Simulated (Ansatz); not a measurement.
TiTe:

```xyz
4
Lattice="3.8420 0.0000 0.0000 -1.9210 3.3273 0.0000 0.0000 0.0000 6.4030" Properties=species:S:1:pos:R:3 pbc="T T T"
Te    1.9210    1.1091    4.8022
Te    0.0000    2.2182    1.6007
Ti    0.0000    0.0000    3.2015
Ti    0.0000    0.0000    0.0000
```

A run of Ansatz 0.2.0 on this cell left the log below. Logs are shortened: lines on timing, memory, paths and dates and some standing lists are left out, and cuts for length are marked.

```text
Warning: output.stress: scf.convergence.dr2_threshold = 1e-7 eV (the SCF's general default) is looser than the 4e-10 eV advised for a printed stress (1e-10 eV for each atom of the cell: 4). What an SCF threshold leaves in a stress goes as its square root, and in the free energy as the threshold itself, and one threshold admits the most on a small cell: of the crystals measured, under no hybrid functional and no lock of the moments, on runs that ended without the residual-converged pass, on stresses that held no estimate of that error, the worst erred by over 100 MPa in a component at 1e-7 eV an atom and by under 5 at 1e-10. Set scf.convergence.dr2_threshold to 4e-10 eV or tighter. The threshold is an SCF's pass mark: one that does not reach it within its budget of iterations ends unconverged, or closes short of it on a stop that the run arms, and scf.convergence.dr2_threshold's page says what that costs each kind of run
Warning: output.stress: scf.exx.energy_threshold = 1e-6 eV is looser than the 4e-8 eV advised for a stress under a hybrid functional (1e-8 eV for each atom of the cell: 4). Every SCF of the exchange loop can meet its threshold on dr2 while the loop round them stops early: no threshold on dr2 bounds what that leaves in the stress. Set scf.exx.energy_threshold to 4e-8 eV or tighter. The threshold is the loop's pass mark: a loop that does not reach it within its budget of cycles ends unconverged, and scf.exx.energy_threshold's page has the law
GPUs: using 1 of 1 available (devices: 1).
Engine: ansatz 0.2.0, x86_64-unknown-linux-gnu
Pseudopotentials: kind: paw
Pseudopotential: Te, paw, valence charge 16, recommended cutoff 420 eV (normal), Te.paw.azcp
Pseudopotential: Ti, paw, valence charge 12, recommended cutoff 420 eV (normal), Ti.paw.azcp
Functional definition: PBE0
  parameter a = 0.25
  parameter kappa = 0.804
  parameter beta = 0.06672455060314922
  exchange = (1 - a)*pbe_x(kappa = kappa, mu = beta*pi^2/3) + a*exact_x
  correlation = pbe_c(beta = beta)
device memory: the entry about to start is reckoned to put 1.0 GiB on a device that reports 42.3 GiB free (of which the cap on the GPU budget leaves the run 18.0 GiB)
GPU FFT provider: cuFFT
GPU libraries: cuBLAS 13.8.2, cuFFT 12.4.0, cuSOLVER 12.3.4
Crystal: 4 atoms, lattice volume = 81.852 Å³
Basis set: ecut = 420 eV, 1617 PW (Γ), exchange–correlation on 54×54×90 points (8 copies of the dense FFT grid, shifted against one another)
[... 143 lines left out ...]
  E_nonlocal   = -606.612358
  E_hartree    = 2061.332772
  E_xc         = -346.188209
  E_vxc        = -354.731605  (∫ρ·V_xc dr)
  E_exx        = -192.919381  (= α·E_x^exact, valence–valence)
  E_paw        = -11337.778486  (= ΣΔE_a)
  E_vpaw       = -963.775551  (= ΣTr[D̂ρ^β])
  E_aug_tail   = -0.000184  (compensation charges beyond the density's cutoff)
  E_ewald      = -5908.928768
  E_core_change = -0.671566  (= ΣΔE_core)
  E_smearing   = -0.009037  (= −TS)
  E_closure    = -0.000000  (closes the sum)
  Σ components = -18967.493729   (vs F -18967.493729, Δ=0.00e0)
--- Forces (eV/Å), atoms counted from 1 ---
  atom   1  Te    -0.00000000    -0.00000000    -0.00000000
  atom   2  Te     0.00000000     0.00000000     0.00000000
  atom   3  Ti     0.00000000    -0.00000000    -0.00000000
  atom   4  Ti    -0.00000000     0.00000000    -0.00000000
  max |Σ_I F_I| component: 6.94e-18 eV/Å
--- Stress (GPa, compression-positive) ---
        1.586990      -0.000000       0.000000
        0.000000       1.586990      -0.000000
        0.000000      -0.000000       9.654872
  P = ⅓ Tr σ = 4.2763 GPa (42.763 kbar)
--- Band table (eV; the first three rows and the last of 21) ---
  k-point 0: bands = ["-48.0396", "-48.0240", "-26.2561", "-26.2561", "-26.2544", "-26.2544", "-26.2427", "-26.2427", "-26.2349", "-26.2349", "-26.2333", "-26.2318", "-22.7726", "-22.7414", "-22.7414", "-22.7166", "-22.7166", "-22.5771", "-1.4570", "0.5515", "6.0401", "9.9628", "9.9628", "12.3860", "13.0317", "13.2854", "13.2854", "13.7698", "13.7698", "14.1666", "14.1666", "16.3215", "16.3215", "18.0585"]
  k-point 1: bands = ["-48.0373", "-48.0262", "-26.2566", "-26.2566", "-26.2557", "-26.2557", "-26.2404", "-26.2404", "-26.2352", "-26.2352", "-26.2331", "-26.2320", "-22.7445", "-22.7377", "-22.7377", "-22.7204", "-22.7204", "-22.6063", "-1.2432", "0.1257", "6.8507", "10.2110", "10.2110", "10.9179", "12.0976", "12.0976", "13.8709", "13.9249", "13.9249", "15.2161", "15.2161", "16.6073", "16.6073", "16.8573"]
  k-point 2: bands = ["-48.0317", "-48.0317", "-26.2569", "-26.2569", "-26.2569", "-26.2569", "-26.2370", "-26.2370", "-26.2370", "-26.2370", "-26.2325", "-26.2325", "-22.7288", "-22.7288", "-22.7288", "-22.7288", "-22.6768", "-22.6768", "-0.6505", "-0.6505", "8.7285", "8.7285", "10.9441", "10.9441", "10.9441", "10.9441", "14.4737", "14.4737", "14.4737", "14.4737", "15.4021", "15.4021", "18.1553", "18.1553"]
  k-point 20: bands = ["-48.0273", "-48.0273", "-26.2625", "-26.2625", "-26.2573", "-26.2573", "-26.2320", "-26.2320", "-26.2294", "-26.2294", "-26.2260", "-26.2260", "-22.7814", "-22.7814", "-22.7713", "-22.7713", "-22.6502", "-22.6502", "0.8270", "0.8270", "7.4761", "7.4761", "8.1011", "8.1011", "9.9059", "9.9059", "14.0109", "14.0109", "15.7291", "15.7291", "16.7424", "16.7424", "16.9209", "16.9209"]
```

Task: What input gives this log?

Result: Single point with PBE0, no spin polarisation. The files as run (others can give the same):

input
```
crystal:
  lattice:
    - [3.842, 0.0, 0.0]
    - [-1.921, 3.3272696013, 0.0]
    - [0.0, 0.0, 6.403]
  atoms:
    - { symbol: Te, position: [0.6666666667, 0.3333333333, 0.75] }
    - { symbol: Te, position: [0.3333333333, 0.6666666667, 0.25] }
    - { symbol: Ti, position: [0.0, 0.0, 0.5] }
    - { symbol: Ti, position: [0.0, 0.0, 0.0] }
hamiltonian:
  xc: pbe0
  pseudopotentials: { kind: paw }
kpoints:
  mp_grid: { grid: [6, 6, 4] }
scf:
  occupations: { method: fermi_dirac, width: 0.05 }
output:
  forces: true
  stress: true
  eigenvalues: true
```

Caveat: the PAW data sets come from PBE, with cores solved anew for the run's functional, which leaves a small shift of forces and pressure; the thresholds are loose for stress.
